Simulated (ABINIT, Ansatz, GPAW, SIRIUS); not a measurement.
Sn: 4 runs at one level of theory

```
Sn
1.0
    -2.02919    2.02919    1.66076
     2.02919   -2.02919    1.66076
     2.02919    2.02919   -1.66076
Sn
1
Direct
  0.00000 0.00000 0.00000
```

This isn't the form of Sn at room conditions, which is tetragonal (white tin).

Alike in all runs: task single point; functional PBEsol; k mesh 10 × 10 × 10; occupations fermi-dirac, width 0.05 eV; no spin polarisation; no spin-orbit coupling. Pressure is positive in compression and, in plane waves, holds the error of the finite cutoff.

| program and potentials | plane-wave cutoff (eV) | notes | band gap (eV) | pressure (GPa) |
| --- | --- | --- | --- | --- |
| GPAW, PAW data sets generated for this functional | 600 | - | no gap | -2.16 |
| Ansatz, all-electron LAPW, scalar-relativistic | - | - | ? | ? |
| ABINIT, PseudoDojo NC SR PBEsol v0.4.1 standard | 980 | - | no gap | -1.86 |
| SIRIUS, PseudoDojo 0.4.1 PBEsol standard (scalar relativistic) | 983 | - | no gap | -1.85 |

Problem. Estimate from the other rows what the run with Ansatz, all-electron LAPW, scalar-relativistic gave.

Solution. No band gap; pressure -1.93 GPa. The other rows, which needn't bracket it: pressure -2.16 to -1.85.
